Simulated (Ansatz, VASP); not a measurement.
**One calculation of Ru, two programs**

Contents of INCAR:

```
ALGO     = Fast           # electronic algorithm
EDIFF    = 1E-6           # SCF threshold, eV
ENCUT    = 520            # plane-wave cutoff, eV
GGA      = PS             # functional
ISIF     = 2              # what is computed and relaxed
ISMEAR   = 0              # smearing method
LASPH    = T              # aspherical terms in the spheres
LCHARG   = F              # write CHGCAR
LREAL    = F              # projectors in reciprocal space
LWAVE    = F              # write WAVECAR
NBANDS   = 21             # bands
NELM     = 60             # most SCF steps
PREC     = Accurate       # precision mode
SIGMA    = 0.15           # smearing width, eV
```

File KPOINTS:

```
k-points
0
Gamma
  18 18 10
```

File POSCAR:

```
Ru
1.0
    2.7254575605      0.0000000000      0.0000000000
   -1.3627287802      2.3603154843      0.0000000000
    0.0000000000      0.0000000000      4.2523798378
Ru
2
Direct
    0.3333333333      0.6666666667      0.2500000000
    0.6666666667      0.3333333333      0.7500000000
```

Input for Ansatz:

```yaml
crystal:
  lattice:
    - [2.7254575605, 0.0, 0.0]
    - [-1.3627287802, 2.3603154843, 0.0]
    - [0.0, 0.0, 4.2523798378]
  atoms:
    - { symbol: Ru, position: [0.3333333333, 0.6666666667, 0.25] }
    - { symbol: Ru, position: [0.6666666667, 0.3333333333, 0.75] }
basis:
  ecutwfc: 420
kpoints:
  mp_grid: { grid: [18, 18, 10] }
hamiltonian:
  xc: pbesol
  pseudopotentials: { kind: paw, azcp: { folder: soft_1 } }
scf:
  occupations: { method: gaussian, width: 0.15 }
output:
  forces: true
  stress: true
  eigenvalues: true
```

Change from the starting cell: mode 5 frozen in at +0.000 Å, equal normal strain along x and y +0.0133.

Alike in both runs: task single point; functional PBEsol; k mesh 18 × 18 × 10; occupations gaussian, width 0.15 eV; no spin polarisation.

```csv
,VASP,Ansatz
version,VASP 6.6.1,Ansatz 0.2.0
potentials or method,"VASP PAW PBE potentials, release 64 (Ru_pv)","scalar-relativistic, plane waves, PAW"
plane-wave cutoff (eV),520,420
valence electrons in the cell,28,32
```

VASP gave:

* gap on the k mesh at the Fermi level (eV): none
* pressure (GPa): -8.5
* largest component of the traceless stress (GPa): 3.38

Task: What did Ansatz give for the same quantities?

Result: gap on the k mesh at the Fermi level (eV): none; pressure (GPa): -8.4; largest component of the traceless stress (GPa): 3.39.

A gap of «none» marks a metal or a gap that the smearing closes. The two sets of potentials don't hold the same shells in valence. Ansatz warned: «pseudo_functional_mismatch».

Caveats: the PAW data sets were made with another functional, which shifts forces and pressure a little (VASP).
